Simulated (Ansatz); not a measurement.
## TiO2: O interstitial

Level of theory: PBE, no spin polarisation, scalar-relativistic; Ansatz, plane waves to 420 eV (PAW set soft_2), k-mesh 2×2×2 shifted by half a step.

The relaxed host crystal (Kohn–Sham gap 2.12 eV over the whole zone):

```
Ti O
1.0
    -1.89960    1.89960    4.84887
     1.89960   -1.89960    4.84887
     1.89960    1.89960   -4.84887
Ti O
2 4
Cartesian
  0.0000 0.0000 0.0000
  0.0000 1.8996 2.4244
  0.0000 1.8996 4.4268
  0.0000 0.0000 2.0024
  0.0000 1.8996 0.4220
  0.0000 0.0000 7.6953
```

Supercell of 30 atoms, rows of the matrix [[-1,0,-2],[0,-2,-1],[-1,1,1]] times the cell vectors; O interstitial at (0.083, 0.667, 0.417) in fractions of the cell above. Atoms are relaxed at the host's cell, from a start shaken by 0.05 Å near the defect; charged cells sit in a uniform background.

Question: How does the lattice relax around the defect, and where do the electrons go?

Answer: Nearest atoms to the added O: charge 0: O 1.46 Å, Ti 2.13 Å, Ti 2.15 Å, Ti 2.15 Å, O 2.54 Å, O 2.56 Å, O 2.57 Å, O 2.58 Å; charge -2: O 1.47 Å, Ti 2.14 Å, Ti 2.14 Å, Ti 2.17 Å, O 2.55 Å, O 2.57 Å, O 2.57 Å, O 2.58 Å.

The largest move of an atom from its ideal place is 1.3 Å at charge 0, 1.3 Å at charge -2, so the cell rearranged and didn't merely relax.

```csv
charge,gap of the cell on the mesh (eV),carriers
0,2.47,none in the bands
-2,0.00,in a band of the host or near its edge
```

On this mesh the host's own supercell has a gap of 2.32 eV.

Question: What do these numbers say about the valence and the carriers?

Answer: At charge -2 a carrier lies in a band of the host or at its edge (levels aligned by the semicore states), so it isn't shown to be bound to the defect (semilocal functionals spread carriers too far and can miss a bound one), and no level is taken from that state.

Question: Which charge does the defect take as the Fermi level crosses the gap?

Answer: No transition between neighbouring charges can be given. At the conduction band bottom the charges 0 and -2 tie once band filling is counted. Lowest charge for a Fermi level at the valence band top: 0, at mid gap: 0 (among the charges 0, -2).

Formation energy of the neutral defect: 1.38 eV, taking atoms from and to the elements' standard states (no corrections for gases), so it belongs to those chemical potentials alone.

Caveats: semilocal functionals make gaps too small, which shifts levels too; small supercell, so energies and levels can be off by tenths of an eV; one random start near the defect, so other minima are possible; the program doubts the potential alignment, as is usual in cells this small.

The added oxygen does not sit in the lattice as an isolated oxide ion but pairs with a lattice oxygen. The O–O distance of 1.46 Å is typical of a peroxide, in which a neutral O atom and an O²⁻ ion share the charge of one oxide ion. This explains why the neutral cell needs no carriers and keeps an open gap: the π* orbitals of the pair are filled, and Ti can stay Ti(IV). The long Ti contacts suggest weaker, bridging bonds, as expected for the lower charge on each peroxide oxygen.

Adding two electrons barely changes the pair. Reduction to two separate oxide ions would fill the O–O σ* orbital and break the bond, yet the distance is still 1.47 Å. The electrons therefore probably enter Ti 3d conduction states, leaving the charged cell as a neutral peroxide plus band electrons. The tie at the conduction band bottom fits this picture and is no evidence of a double acceptor. Whether a separated pair of oxide ions would bind the two electrons remains untested.
